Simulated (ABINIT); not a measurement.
Runs of ABINIT 10.8.3 (patched build) on PbF2 (Fluorocronite). It takes space group Fm-3m (No. 225, cubic). The conventional cell has a = 5.927 Å, b = 5.927 Å, c = 5.927 Å, α = 90.00°, β = 90.00°, γ = 90.00°. Pb (site symmetry m-3m) is surrounded by 8 F at 2.57 Å. Around F (site symmetry -43m) lie 4 Pb at 2.57 Å. 

```tsv
task	level	potentials or basis	k mesh	cutoff (eV)	fine-grid cutoff	gap on the mesh (eV)	pressure (GPa)
single point	r2SCAN	JTH PAW PBE v2.0	6 × 6 × 6	762	1360.57 eV	(a)	-1.0
band structure	rPW86PBE	JTH PAW PBE v2.0	8 × 8 × 8	626	1224.51 eV	4.39	(b)
single point	LDA	JTH PAW LDA v2.0	6 × 6 × 6	626	1224.51 eV	4.27	-4.7
band structure	PBE	PseudoDojo NC SR PBE v0.4.1 standard	8 × 8 × 8	1143	-	(c)	2.7
```

Alike in all rows: no spin polarisation; cell as given; smearing fermi-dirac 0.05 eV.

Estimate the missing entries.

(a) 4.97; (b) 4.1; (c) 4.43.

Caveats: spin-orbit coupling is left out, which as a rule narrows the gap of such compounds by several tenths of an eV; the PAW data sets were made with another functional, which shifts forces and pressure a little (some runs).

A k mesh can miss the band edges, and the runs leave out spin-orbit coupling on Pb.
